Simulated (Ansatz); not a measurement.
Crystal: Re.

```
Re
1.0
     2.76080    0.00000    0.00000
    -1.38040    2.39092    0.00000
     0.00000    0.00000    4.45820
Re
2
Direct
  0.66667 0.33333 0.75000
  0.33333 0.66667 0.25000
```

```yaml
Program: Ansatz 0.2.0
Task: relaxation of cell and atoms
Functional: LDA
Potentials_or_basis: Ansatz PAW
Cutoff: "420 eV (not typed: the program's choice for these potentials)"
k_mesh: 11 × 11 × 6
Occupations: fermi-dirac, width 0.05 eV
Spin: no spin polarisation
```

At the start: volume 14.71 Å³/atom.

Q: How do energy, volume and symmetry change on relaxing?

A: It ends after 4 steps and the volume is 14.33 Å³/atom (-2.6 %); space group P6_3/mmc (No. 194, to 0.05 Å).

The path:
| step | energy change (eV) | largest force (eV/Å) | volume (Å³) |
| --- | --- | --- | --- |
| 1 | 0.0000 | 0.0000 | 29.43 |
| 2 | -0.0252 | 0.0000 | 28.74 |
| 3 | -0.0255 | 0.0000 | 28.65 |
| 4 | -0.0250 | 0.0000 | 28.65 |

Final structure:
```
Re
1.0
     2.73704    0.00000    0.00000
    -1.36852    2.37034    0.00000
     0.00000    0.00000    4.41677
Re
2
Direct
  0.66667 0.33333 0.75000
  0.33333 0.66667 0.25000
```

Caveat: the plane-wave basis is chosen anew once the cell has moved, so the energies of steps on either side of that aren't comparable; the PAW data sets come from PBE, with cores solved anew for the run's functional, which leaves a small shift of forces and pressure.
